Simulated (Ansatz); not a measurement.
# Density of states of CuI

```cif
data_structure
_symmetry_space_group_name_H-M 'Cmcm'
_symmetry_Int_Tables_number 63
_cell_length_a 7.4663
_cell_length_b 7.4222
_cell_length_c 4.3070
_cell_angle_alpha 90.000
_cell_angle_beta 90.000
_cell_angle_gamma 90.000
_cell_volume 238.68
loop_
_atom_site_label
_atom_site_type_symbol
_atom_site_symmetry_multiplicity
_atom_site_Wyckoff_symbol
_atom_site_fract_x
_atom_site_fract_y
_atom_site_fract_z
_atom_site_occupancy
Cu1 Cu 4 c 0.50000 0.07956 0.75000 1
I1 I 4 c 0.50000 0.72996 0.75000 1
```

The runs use the primitive cell with vectors (3.733, -3.711, 0.000), (3.733, 3.711, 0.000), (0.000, 0.000, 4.307) Å, to which the k mesh refers.

The cell is the one relaxed in the Materials Project (mp-1007922), not relaxed further here; entries there can be hypothetical.

No spin–orbit coupling, which matters for the heavy atoms here.

These are results of DFT, LDA, all-electron LAPW, scalar-relativistic in Ansatz 0.2.0, not measurements.

Numerical set-up: a Γ-centred 5×5×6 k mesh, Fermi–Dirac smearing of 0.02 eV, basis error target 0.5 meV/atom, no spin polarisation.

States per eV and cell, averaged over 0.4 eV, from -6.2 to 5.6 eV, with energies (bin centres) from the valence-band top; empty bins are left out. The partial columns, the largest 3 alone, are projections on Löwdin-orthogonalised atomic shells (those that the program's projection atoms carry: the occupied ones and, for some elements, an empty d or f shell; other empty shells have no column), summed over atoms of an element. Weights on diffuse s and p shells depend on that basis and aren't pure angular character.

| E (eV) | total | Cu 3d | I 5p | Cu 4s |
| --- | --- | --- | --- | --- |
| -6.1 | 0.14 | 0.01 | 0.08 | 0.03 |
| -5.7 | 4.60 | 0.62 | 2.60 | 1.11 |
| -5.3 | 1.97 | 0.23 | 1.23 | 0.42 |
| -4.9 | 1.92 | 0.47 | 1.23 | 0.19 |
| -4.5 | 2.48 | 0.75 | 1.60 | 0.07 |
| -4.1 | 7.92 | 2.47 | 5.09 | 0.16 |
| -3.7 | 5.71 | 2.06 | 3.48 | 0.08 |
| -3.3 | 3.30 | 1.87 | 1.38 | 0.02 |
| -2.9 | 6.86 | 5.25 | 1.38 | 0.09 |
| -2.5 | 10.39 | 8.85 | 1.29 | 0.12 |
| -2.1 | 14.68 | 13.52 | 0.79 | 0.31 |
| -1.7 | 9.14 | 7.26 | 1.77 | 0.02 |
| -1.3 | 7.73 | 4.18 | 3.34 | 0.10 |
| -0.9 | 1.77 | 0.92 | 0.78 | 0.03 |
| -0.5 | 1.25 | 0.66 | 0.55 | 0.01 |
| -0.1 | 0.15 | 0.07 | 0.08 | 0.00 |
| 1.1 | 0.03 | 0.00 | 0.01 | 0.01 |
| 1.5 | 0.22 | 0.01 | 0.06 | 0.11 |
| 1.9 | 0.79 | 0.02 | 0.20 | 0.34 |
| 2.3 | 3.00 | 0.09 | 0.68 | 1.23 |
| 2.7 | 3.49 | 0.11 | 0.63 | 1.28 |
| 3.1 | 2.50 | 0.07 | 0.36 | 0.91 |
| 3.5 | 3.24 | 0.08 | 0.43 | 1.18 |
| 3.9 | 2.15 | 0.03 | 0.19 | 0.39 |
| 4.3 | 2.94 | 0.02 | 0.11 | 0.10 |
| 4.7 | 1.81 | 0.02 | 0.06 | 0.03 |
| 5.1 | 1.68 | 0.02 | 0.05 | 0.01 |
| 5.5 | 1.83 | 0.01 | 0.03 | 0.04 |

Q: Where is the centre of the filled Cu 3d states between -14 eV and the top of the filled states?

A: -2.43 eV from the valence-band top.
